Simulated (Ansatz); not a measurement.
## Ta2N under changes of volume

One of the cells (13.622 Å³/atom); the others are scaled copies at fixed shape and fractional positions:

```
Ta N
1.0
     3.11286    0.00000    0.00000
    -1.55643    2.69582    0.00000
     0.00000    0.00000    4.86984
Ta N
2 1
Direct
  0.33333 0.66667 0.25471
  0.66667 0.33333 0.74529
  0.00000 0.00000 0.00000
```

The cell comes from a database or a generator and needn't be the stable form of this composition.

| Item | Value |
| --- | --- |
| Program | Ansatz 0.2.0 |
| Functional | PBE |
| Potentials or basis | Ansatz PAW |
| Cutoff | 420 eV (not typed: the program's choice for these potentials) |
| k mesh | 10 × 10 × 6 |
| Occupations | fermi-dirac, width 0.05 eV |
| Spin | no spin polarisation |

```tsv
volume (Å³/atom)	energy over the lowest point (meV/atom)	pressure (GPa)	largest force (eV/Å)
12.805	?	?	?
13.077	15.80	11.0	0.223
13.350	2.67	4.6	0.097
13.622	0.00	-1.3	0.018
13.895	6.72	-6.5	0.123
14.167	21.88	-11.2	0.219
14.439	44.62	-15.4	0.307
```

Task: What does the run at 12.805 Å³/atom give?

Result: Energy over the lowest point 40.55 meV/atom; pressure 18.3 GPa; largest force 0.362 eV/Å.

Worked out: A Birch-Murnaghan fit of order 3 (a polynomial in V^(-2/3)) to the other rows has its minimum at 13.56 Å³/atom with B0 = V·E''(V) = 281 GPa and B' = 4.2 at fixed shape and positions, which overstates the stiffness. It gives 40.45 meV/atom at 12.805 Å³/atom, against the run's 40.55, and -dE/dV = 18.2 GPa, against 18.3.

Energies are extrapolated to zero smearing.
